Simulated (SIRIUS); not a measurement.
Here is a SIRIUS 7.12.0 calculation.

Contents of sirius.json:

```json
{
  "control": {
    "processing_unit": "cpu",
    "verbosity": 2,
    "num_bands_to_print": 35,
    "print_forces": true,
    "print_stress": true
  },
  "parameters": {
    "electronic_structure_method": "pseudopotential",
    "xc_functionals": ["XC_GGA_X_PBE_SOL", "XC_GGA_C_PBE_SOL"],
    "gk_cutoff": 9.6,
    "pw_cutoff": 19.2,
    "ngridk": [10, 10, 5],
    "shiftk": [0, 0, 0],
    "smearing": "fermi_dirac",
    "smearing_width": 0.0018374661,
    "num_bands": 35,
    "num_mag_dims": 0,
    "num_dft_iter": 100,
    "energy_tol": 1e-08,
    "density_tol": 1e-06
  },
  "iterative_solver": {
    "type": "davidson",
    "min_tolerance": 1e-10
  },
  "mixer": {
    "type": "anderson",
    "beta": 0.7,
    "max_history": 8
  },
  "settings": {
    "tol_ne": 1e-10,
    "pseudo_grid_cutoff": 6.5
  },
  "unit_cell": {
    "lattice_vectors": [
      [4.425455124955, -3.233888317072, 0.0],
      [4.425455124955, 3.233888317072, 0.0],
      [-1.606319035072, 0.0, 9.55798793011]
    ],
    "atom_coordinate_units": "lattice",
    "atom_types": ["Cu", "O"],
    "atom_files": {
      "Cu": "Cu.json",
      "O": "O.json"
    },
    "atoms": {
      "Cu": [
        [0.5, 0.0, 0.5],
        [0.0, 0.5, 0.0]
      ],
      "O": [
        [0.4184, 0.5816, 0.75],
        [0.5816, 0.4184, 0.25]
      ]
    }
  }
}
```

Potentials or basis: PseudoDojo 0.4.1 PBEsol standard (scalar relativistic).

The run is started by

```console
$ upf_to_json Cu.upf
$ upf_to_json O.upf
$ OMP_NUM_THREADS=1 sirius.scf --input=sirius.json --output=out.json --task=0
```

Question: Predict the band gap on the k mesh.

Answer: None (metal or under the smearing width).

Question: Estimate the largest force.

Answer: 0.374 eV/Å.

Stress tensor (GPa, compression positive):
```
-3.67  0.00 -0.44
 0.00 -0.29  0.00
-0.44  0.00 -4.94
```

Caveat: the run has no spin polarisation, though such a crystal can be magnetic; semilocal functionals often make such compounds metallic where correlation or magnetic order opens a gap, which also shifts bond lengths. With open d or f shells a metallic result of PBEsol can be an artefact of self-interaction; +U or a hybrid may open a gap.
